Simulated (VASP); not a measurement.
# CaO (Fm-3m) in VASP: further runs

One crystal, CaO, is run at these levels: PBE; tasks: relaxation of cell and atoms.

All numbers are computed with VASP 6.6.1; they aren't measurements. Logs are shortened: lines on timing, memory, paths and dates and some standing lists are left out, and cuts for length are marked.

**1. The structure**

It takes space group Fm-3m (No. 225, cubic). The conventional cell has a = 4.813 Å, b = 4.813 Å, c = 4.813 Å, α = 90.00°, β = 90.00°, γ = 90.00°. Ca (site symmetry m-3m) has 6 O at 2.41 Å as nearest neighbours. Around O (site symmetry m-3m) lie 6 Ca at 2.41 Å.

**2. Relaxation of cell and atoms, PBE**

The input, INCAR:

```
PREC = Accurate
ENCUT = 520
EDIFF = 1E-7
ISMEAR = 0
SIGMA = 0.02
LREAL = F
LASPH = T
NELM = 60
ALGO = Normal
ISIF = 3
LWAVE = F
LCHARG = F
GGA = PE
IBRION = 2
NSW = 80
EDIFFG = -0.002
```

The input, KPOINTS:

```
regular mesh
0
Gamma
  12 12 12
```

The input, POSCAR:

```
CaO
1.0
    0.0000000000      2.4065000000      2.4065000000
    2.4065000000      0.0000000000      2.4065000000
    2.4065000000      2.4065000000      0.0000000000
Ca O
1 1
Direct
    0.0000000000      0.0000000000      0.0000000000
    0.5000000000      0.5000000000      0.5000000000
```

Potentials or basis: VASP PAW PBE potentials, release 64 (Ca_pv, O).

Launch:

```
$ cat potpaw_PBE.64/Ca_pv/POTCAR potpaw_PBE.64/O/POTCAR > POTCAR
$ mpirun -np 1 vasp_std > vasp.out
```

OUTCAR:

```text
PREC = Accurate
   ENCUT = 520
   EDIFF = 1E-7
   ISMEAR = 0
   LREAL = F
   LASPH = T
   NELM = 60
   ISIF = 3
   GGA = PE
   IBRION = 2
   NSW = 80
   EDIFFG = -0.002

 ion  position               nearest neighbor table
   1  0.000  0.000  0.000-   2 2.41   2 2.41   2 2.41   2 2.41   2 2.41   2 2.41
   2  0.500  0.500  0.500-   1 2.41   1 2.41   1 2.41   1 2.41   1 2.41   1 2.41

  LATTYP: Found a face centered cubic cell.
 ALAT       =     4.8130000000

  Lattice vectors:

 A1 = (   0.0000000000,   2.4065000000,   2.4065000000)
 A2 = (   2.4065000000,   0.0000000000,   2.4065000000)
 A3 = (   2.4065000000,   2.4065000000,   0.0000000000)

Analysis of symmetry for initial positions (statically):
=====================================================================
 Subroutine PRICEL returns:
 Original cell was already a primitive cell.

 Routine SETGRP: Setting up the symmetry group for a
 face centered cubic supercell.

 Subroutine GETGRP returns: Found 48 space group operations
 (whereof 48 operations were pure point group operations)
 out of a pool of 48 trial point group operations.

The static configuration has the point symmetry O_h .

Analysis of symmetry for dynamics (positions and initial velocities):
=====================================================================
 Subroutine PRICEL returns:
 Original cell was already a primitive cell.

 Routine SETGRP: Setting up the symmetry group for a
 face centered cubic supercell.

 Subroutine GETGRP returns: Found 48 space group operations
 (whereof 48 operations were pure point group operations)
 out of a pool of 48 trial point group operations.

The dynamic configuration has the point symmetry O_h .

 Subroutine INISYM returns: Found 48 space group operations
 (whereof 48 operations are pure point group operations),
 and found     1 'primitive' translations

----------------------------------------------------------------------------------------

                                     Primitive cell

  volume of cell :      27.8732

  direct lattice vectors                    reciprocal lattice vectors
     0.000000000  2.406500000  2.406500000    -0.207770621  0.207770621  0.207770621
     2.406500000  0.000000000  2.406500000     0.207770621 -0.207770621  0.207770621
     2.406500000  2.406500000  0.000000000     0.207770621  0.207770621 -0.207770621

  length of vectors
     3.403304938  3.403304938  3.403304938     0.359869272  0.359869272  0.359869272

  position of ions in fractional coordinates (direct lattice)
     0.000000000  0.000000000  0.000000000
     0.500000000  0.500000000  0.500000000

  ion indices of the primitive-cell ions
   primitive index   ion index
                 1           1
                 2           2

----------------------------------------------------------------------------------------

 KPOINTS: regular mesh

Automatic generation of k-mesh.
 Grid dimensions read from file:
 generate k-points for:   12   12   12

 Generating k-lattice:

  Cartesian coordinates                     Fractional coordinates (reciprocal lattice)
    -0.017314218  0.017314218  0.017314218     0.083333333  0.000000000  0.000000000
     0.017314218 -0.017314218  0.017314218     0.000000000  0.083333333  0.000000000
     0.017314218  0.017314218 -0.017314218     0.000000000  0.000000000  0.083333333

  Length of vectors
     0.029989106  0.029989106  0.029989106

  Shift w.r.t. Gamma in fractional coordinates (k-lattice)
     0.000000000  0.000000000  0.000000000

 Subroutine IBZKPT returns following result:
 ===========================================

 Found     72 irreducible k-points:

 Following reciprocal coordinates:
            Coordinates               Weight
  0.000000  0.000000  0.000000      1.000000
  0.083333  0.000000  0.000000      8.000000
  0.166667  0.000000  0.000000      8.000000
  0.250000  0.000000  0.000000      8.000000
  0.333333  0.000000  0.000000      8.000000
  0.416667  0.000000  0.000000      8.000000
[... 16 lines left out ...]
  0.500000  0.166667  0.000000     24.000000
 -0.416667  0.166667  0.000000     24.000000
 [... further k-points ...]
   k-points           NKPTS =     72   k-points in BZ     NKDIM =     72   number of bands    NBANDS=     11
   number of dos      NEDOS =    301   number of ions     NIONS =      2
   total plane-waves  NPLWV =  21952
   dimension x,y,z NGX =    28 NGY =   28 NGZ =   28
   dimension x,y,z NGXF=    56 NGYF=   56 NGZF=   56
   ions per type =               1   1
   NGX,Y,Z   is equivalent  to a cutoff of  13.68, 13.68, 13.68 a.u.
   NGXF,Y,Z  is equivalent  to a cutoff of  27.36, 27.36, 27.36 a.u.
 SYSTEM =  unknown system
   PREC   = accura    normal or accurate (medium, high low for compatibility)
   ISTART =      0    job   : 0-new  1-cont  2-samecut
   ICHARG =      2    charge: 1-file 2-atom 10-const
   ISPIN  =      1    spin polarized calculation?
   LNONCOLLINEAR =      F non collinear calculations
   LSORBIT =      F    spin-orbit coupling
   LASPH  =      T    aspherical Exc in radial PAW
   ENCUT  =  520.0 eV  38.22 Ry    6.18 a.u.   6.33  6.33  6.33*2*pi/ulx,y,z
   NELM   =     60;   NELMIN=  2; NELMDL= -5     # of ELM steps
   EDIFF  = 0.1E-06   stopping-criterion for ELM
   LREAL  =      F    real-space projection
   EDIFFG = -.2E-02   stopping-criterion for IOM
   NSW    =     80    number of steps for IOM
   IBRION =      2    ionic relax: 0-MD 1-quasi-New 2-CG
   NFREE  =      1    steps in history (QN), initial steepest desc. (CG)
   ISIF   =      3    stress and relaxation
   ISYM   =      2    0-nonsym 1-usesym 2-fastsym
   POTIM  = 0.5000    time-step for ionic-motion
   TEBEG  =    0.0;   TEEND  =   0.0 temperature during run
   PSTRESS=    0.0 pullay stress
   NELECT =      14.0000    total number of electrons
   NUPDOWN=      -1.0000    fix difference up-down
   EMIN   =  10.00;   EMAX   =-10.00  energy-range for DOS
   EFERMI =   0.00;   METHOD = LEGACY
   ISMEAR =     0;   SIGMA  =   0.02  broadening in eV -4-tet -1-fermi 0-gaus
   EFERMI_NEDOS =   21; number of points for ismear=-14 and -15
   IALGO  =     38    algorithm
   IMIX   =      4    mixing-type and parameters
     AMIX     =   0.40;   BMIX     =  1.00
     AMIX_MAG =   1.60;   BMIX_MAG =  1.00
  volume/ion in A,a.u.               =      13.94        94.05
  Fermi-wavevector in a.u.,A,eV,Ry     =   1.301333  2.459162 23.041011  1.693467
  Thomas-Fermi vector in A             =   2.432473
   LORBIT       =      0    0 simple, 1 ext, 2 COOP (PROOUT), +10 PAW based schemes
   GGA     = PE    functional components
   LHFCALC =     F    Hartree Fock is set to
   AEXX    =    0.0000 exact exchange contribution
   IVDW    =     0    specifies the selected vdW correction
   LEPSILON=     F    determine dielectric tensor
   LRPA    =     F    only Hartree local field effects (RPA)
 conjugate gradient relaxation of ions
 non-spin polarized calculation
 Gauss-broadening in eV      SIGMA  =   0.02
  energy-cutoff  :      520.00
  volume of cell :       27.87
 maximum number of plane-waves:       761
 NGX is ok and might be reduce to    28
   NGX = 13   NGY = 13   NGZ = 13

--------------------------------------- Ionic step        1  -------------------------------------------

 number of electron      13.9999998 magnetization

 Free energy of the ion-electron system (eV)
  ---------------------------------------------------
  ext. energy  EPLUGINS =         0.00000000
  ---------------------------------------------------
  free energy    TOTEN  =       -12.83442147 eV

  energy without entropy =      -12.83442147  energy(sigma->0) =      -12.83442147

------------------------ aborting loop because EDIFF is reached ----------------------------------------

  FORCE on cell =-STRESS in cart. coord.  units (eV):
  Direction    XX          YY          ZZ          XY          YZ          ZX
  --------------------------------------------------------------------------------------
  -------------------------------------------------------------------------------------
  Total        0.2098142      0.2098142      0.2098142     -0.0000000     -0.0000000      0.0000000
  in kB       12.0602938     12.0602938     12.0602938     -0.0000000     -0.0000000      0.0000000
  external PRESSURE =      12.0602938 kB  Pullay stress =       0.0000000 kB
[... 57 lines left out ...]
  energy  without entropy=      -12.8353903951  energy(sigma->0) =      -12.83539040

--------------------------------------- Ionic step        3  -------------------------------------------

 number of electron      14.0000000 magnetization

 Free energy of the ion-electron system (eV)
  ---------------------------------------------------
  ext. energy  EPLUGINS =         0.00000000
  ---------------------------------------------------
  free energy    TOTEN  =       -12.83555312 eV

  energy without entropy =      -12.83555312  energy(sigma->0) =      -12.83555312

 E-fermi :   2.6988     XC(G=0): -10.3311

 val. band max:        2.6097804194   @ k =   0.0000   0.0000   0.0000
 cond. band min:       6.2520579829   @ k =   0.5000   0.5000   0.0000
 fundamental gap:      3.6422775635
 Fermi energy:         2.6988432571

 k-point     1 :       0.0000    0.0000    0.0000
  band No.  band energies     occupation
      1     -15.8331      2.00000
      2     -15.8331      2.00000
      3     -15.8331      2.00000
      4     -12.9260      2.00000
      5       2.6098      2.00000
      6       2.6098      2.00000
      7       2.6098      2.00000
      8       7.1928      0.00000
      9       8.8092      0.00000
     10       8.8092      0.00000
     11       8.8092      0.00000
[... 309 lines left out ...]
 k-point    24 :      -0.4167    0.1667    0.0000
  band No.  band energies     occupation
      1     -16.7569      2.00000
      2     -16.0124      2.00000
      3     -15.9096      2.00000
      4     -11.9275      2.00000
      5       0.3570      2.00000
      6       1.4948      2.00000
      7       1.5156      2.00000
      8       9.4304      0.00000
      9       9.7545      0.00000
     10      10.9513      0.00000
     11      11.5408      0.00000

 [... further k-points ...]
[... 5 lines left out ...]
  --------------------------------------------------------------------------------------
  -------------------------------------------------------------------------------------
  Total        0.0005341      0.0005341      0.0005341      0.0000000      0.0000000     -0.0000000
  in kB        0.0303657      0.0303657      0.0303657      0.0000000      0.0000000     -0.0000000
  external PRESSURE =       0.0303657 kB  Pullay stress =       0.0000000 kB
[... 17 lines left out ...]
  FREE ENERGIE OF THE ION-ELECTRON SYSTEM (eV)
  ---------------------------------------------------
  free  energy   TOTEN  =       -12.8355531171 eV

  energy  without entropy=      -12.8355531171  energy(sigma->0) =      -12.83555312

 reached required accuracy - stopping structural energy minimisation
```

Wall time 34 s (1 thread of Intel Xeon Platinum 8488C (Sapphire Rapids), shared host); peak memory 0.17 GiB.

What came out:

| Item | Value |
| --- | --- |
| Free energy | -12.8356 eV |
| Relaxed volume | 14.09 Å³/atom |
| Relaxed cell | a = 3.416 Å, b = 3.416 Å, c = 3.416 Å, α = 60.00°, β = 60.00°, γ = 60.00° |
| Space group after relaxing (to 0.05 Å) | Fm-3m (No. 225) |
| Energy gained by relaxing | 0.6 meV/atom |
| Ionic steps | 3 |
| Pressure after relaxing | 0.0 GPa |
| Band gap on the k mesh | 3.64 eV, indirect (least direct gap 4.03 eV) |

Step by step:
```tsv
step	energy change (eV)	largest force (eV/Å)	pressure (GPa)	volume (Å³)
1	0.0000	0.0000	1.21	27.87
2	-0.0010	0.0000	-0.41	28.30
3	-0.0011	0.0000	0.00	28.18
```

Final structure:
```
Ca O
1.0
     0.00000    2.41530    2.41530
     2.41530    0.00000    2.41530
     2.41530    2.41530    0.00000
Ca O
1 1
Cartesian
  0.0000 0.0000 0.0000
  2.4153 2.4153 2.4153
```

(Continued in part 2 of 2.)
